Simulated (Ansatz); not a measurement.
The cell was built from the rocksalt type and relaxed in the same program; it needn't be a known or the stable phase. The listed cell was then made from it by scaling, straining or moving an atom.

NbAs: DFT, PBE, all-electron LAPW, scalar-relativistic (Ansatz 0.2.0). What sets it apart from a plain run of this crystal: volume scaled by 1.06.

Command: `ansatz run input.yaml --threads 1 --pin off --max-ram 2048MiB --backend cpu --events-out ev --progress --plain --runs-dir out` The run took 40 s on 1 thread of Arm Neoverse N1 (shared host).

```yaml
crystal:
  lattice:
    - [0.0, 2.6893318562, 2.6893318562]
    - [2.6893318562, 0.0, 2.6893318562]
    - [2.6893318562, 2.6893318562, 0.0]
  atoms:
    - { symbol: Nb, position: [0.0, 0.0, 0.0] }
    - { symbol: As, position: [0.5, 0.5, 0.5] }
kpoints:
  mp_grid: { grid: [11, 11, 11] }
scf:
  occupations: { method: fermi_dirac, width: 0.05 }
hamiltonian:
  xc: pbe
  pseudopotentials: { kind: all_electron, lapw: { basis_error: 0.00025 } }
output:
  forces: true
  stress: true
  eigenvalues: true
```

Output (standing set-up lines are left out):

```
LAPW: plane waves up to 8.662 Å⁻¹, error target 2.5e-4 eV per atom; small_component_spin mean_spin; As in spheres of 1.340 Å, 23 of its electrons in bands, Dirac shells []; Nb in spheres of 1.349 Å, 31 of its electrons in bands, Dirac shells []
Crystal: 2 atoms, lattice volume = 38.901 Å³
Basis set: ecut = 285.86012521113963 eV, 411 PW (Γ), exchange–correlation at level 2
Space group: Fm-3m (ITA 225), of the structure as read, at distance tolerance 3.4e-5 Å
iter 1 solved again at ethr=4.86e-3 eV; its pass at ethr=1.00e-1 eV (dr2=2.62e0 eV) is discarded
SCF iter   1: F=—  HF=-165471.203447 eV  |F-HF|=—  |Δ(HF+E_count)|=         —  Δρ=6.10e-2  dr2=2.62e0  ethr=4.86e-3  ⟨swp⟩=2.0  Hψ=10936  notcnv=0
preconditioner: auto → Kerker (q_TF=auto, 2.882 Å⁻¹)  [metal: Δε(μ)=0.063 eV  Ē_g=9.093 eV  σ=0.050 eV  W_gap=0.29  n_scr=14 (ndim 8)  ℏωp=18.8 eV  f_vac=0.000  D(μ)=1.80/eV (n_scr^D=14)]
iter 2 solved again at ethr=3.25e-4 eV; its pass at ethr=4.86e-3 eV (dr2=1.76e-1 eV) is discarded
SCF iter   2: F=—  HF=-165470.089106 eV  |F-HF|=—  |Δ(HF+E_count)|=    1.11e0  Δρ=1.61e-2  dr2=1.76e-1  ethr=3.25e-4  ⟨swp⟩=2.0  Hψ=9468  notcnv=0
SCF iter   3: F=—  HF=-165470.092117 eV  |F-HF|=—  |Δ(HF+E_count)|=         —  Δρ=1.58e-2  dr2=1.91e-1  ethr=3.25e-4  ⟨swp⟩=2.0  Hψ=5563  notcnv=0
the basis was enlarged: its passes take 191.2 KiB over the memory plan, 1 of 1 planned eigensolver slots
SCF iter   4: F=—  HF=-165470.084188 eV  |F-HF|=—  |Δ(HF+E_count)|=   7.93e-3  Δρ=3.00e-3  dr2=1.76e-3  ethr=3.25e-4  ⟨swp⟩=2.0  Hψ=5267  notcnv=0
SCF iter   5: F=—  HF=-165470.079370 eV  |F-HF|=—  |Δ(HF+E_count)|=   4.82e-3  Δρ=1.46e-3  dr2=4.27e-4  ethr=3.26e-6  ⟨swp⟩=2.9  Hψ=5615  notcnv=0
SCF iter   6: F=—  HF=-165470.078381 eV  |F-HF|=—  |Δ(HF+E_count)|=   9.90e-4  Δρ=7.01e-4  dr2=2.18e-4  ethr=7.91e-7  ⟨swp⟩=2.7  Hψ=5607  notcnv=0
SCF iter   7: F=—  HF=-165470.078353 eV  |F-HF|=—  |Δ(HF+E_count)|=   2.74e-5  Δρ=2.61e-4  dr2=2.64e-5  ethr=4.04e-7  ⟨swp⟩=2.0  Hψ=5539  notcnv=0
SCF iter   8: F=—  HF=-165470.078356 eV  |F-HF|=—  |Δ(HF+E_count)|=   2.81e-6  Δρ=6.34e-5  dr2=2.27e-6  ethr=4.89e-8  ⟨swp⟩=2.0  Hψ=5539  notcnv=0
SCF iter   9: F=—  HF=-165470.078355 eV  |F-HF|=—  |Δ(HF+E_count)|=   4.26e-7  Δρ=1.59e-5  dr2=1.36e-7  ethr=4.20e-9  ⟨swp⟩=2.0  Hψ=5540  notcnv=0
SCF iter  10: F=-165470.078355 eV  HF=-165470.078355 eV  |F-HF|=1.57e-8  |Δ(HF+E_count)|=   2.11e-8  Δρ=5.11e-6  dr2=1.55e-8  ethr=2.52e-10  ⟨swp⟩=2.3  Hψ=5565  notcnv=0
SCF 1 converged in 10 iterations: F = -165470.078355 eV  dr2 = 1.55e-8
SCF converged after 10 iterations
Free energy (F): -165470.078355 eV
Harris-Foulkes:  -165470.078355 eV  (|F-HF|=1.57e-8)
Internal energy: -165470.056284 eV  (E = F + TS)
E sigma→0 (E₀):  -165470.067320 eV
Entropy (-TS):   -0.022071 eV (-11.035 meV/atom)
Fermi energy:    16.309621 eV
--- Per-component energies (eV) ---
  E_band       = -5855.857522
  E_kinetic    = 170431.523357
  E_xc         = -5521.983593
  E_electrostatic = -330379.596049  (all electrons and nuclei)
  E_smearing   = -0.022071  (= −TS)
  E_closure    = 0.000000  (closes the sum)
  E_atoms      = -165454.807037  (free atoms, spherical and without spin; not in F)
  Σ components = -165470.078355   (vs F -165470.078355, Δ=0.00e0)
  Basis errors (estimates in eV, not in F): energy 8.6e-5 per atom: plane waves 7.8e-5 (4.2e-5 summed), levels above the bands 2.0e-61, relativity 2.3e-8, radial functions 8.5e-6, core shells 5.1e-14; eigenvalues (radial functions only) 4.4e-7; not estimated: angular momenta, meshes, grids; target (lapw.basis_error) 2.5e-4; muffin-tin radii As 1.340 Å, Nb 1.349 Å
--- Forces (eV/Å), atoms counted from 1 ---
  atom   1  Nb     0.00000000     0.00000000    -0.00000000
  atom   2  As     0.00000000    -0.00000000    -0.00000000
  max |Σ_I F_I| component: 3.78e-30 eV/Å
--- Stress (GPa, compression-positive) ---
       -7.370190       0.000000      -0.000000
        0.000000      -7.370190       0.000000
       -0.000000       0.000000      -7.370190
  P = ⅓ Tr σ = -7.3702 GPa (-73.702 kbar)
--- Band table (eV; the first three rows and the last of 56) ---
  k-point 0: bands = ["-420.1385", "-328.0203", "-328.0203", "-328.0203", "-177.5989", "-177.5989", "-177.5983", "-177.5983", "-177.5983", "-169.2962", "-112.6689", "-112.6689", "-112.6689", "-39.5864", "-19.7290", "-19.7290", "-19.7062", "-19.7062", "-19.7062", "-15.6137", "-15.6137", "-15.6137", "3.1586", "14.9175", "14.9175", "14.9175", "15.4295", "15.4295", "16.0538", "16.0538", "16.0538", "20.4303", "23.8797"]
  k-point 1: bands = ["-420.1385", "-328.0203", "-328.0203", "-328.0203", "-177.5989", "-177.5989", "-177.5983", "-177.5983", "-177.5983", "-169.2962", "-112.6689", "-112.6689", "-112.6689", "-39.5857", "-19.7298", "-19.7298", "-19.7062", "-19.7061", "-19.7061", "-15.6242", "-15.6135", "-15.6135", "3.2729", "14.2927", "14.4952", "14.4952", "15.1265", "15.1265", "16.1057", "17.0473", "17.0473", "21.0612", "24.0776"]
  k-point 2: bands = ["-420.1385", "-328.0203", "-328.0203", "-328.0203", "-177.5989", "-177.5989", "-177.5983", "-177.5983", "-177.5983", "-169.2962", "-112.6689", "-112.6689", "-112.6689", "-39.5838", "-19.7317", "-19.7317", "-19.7062", "-19.7057", "-19.7057", "-15.6522", "-15.6129", "-15.6129", "3.6013", "13.0179", "13.6100", "13.6100", "15.4143", "15.4143", "16.2253", "18.4179", "18.4179", "22.1706", "24.3509"]
  k-point 55: bands = ["-420.1385", "-328.0203", "-328.0203", "-328.0203", "-177.5989", "-177.5989", "-177.5983", "-177.5983", "-177.5983", "-169.2962", "-112.6689", "-112.6689", "-112.6689", "-39.5750", "-19.7343", "-19.7275", "-19.7055", "-19.7048", "-19.7026", "-15.6952", "-15.6895", "-15.6479", "4.9102", "11.6466", "11.8360", "12.3177", "16.3633", "16.8167", "17.4803", "17.7516", "18.3125", "23.9915", "25.1531"]
```
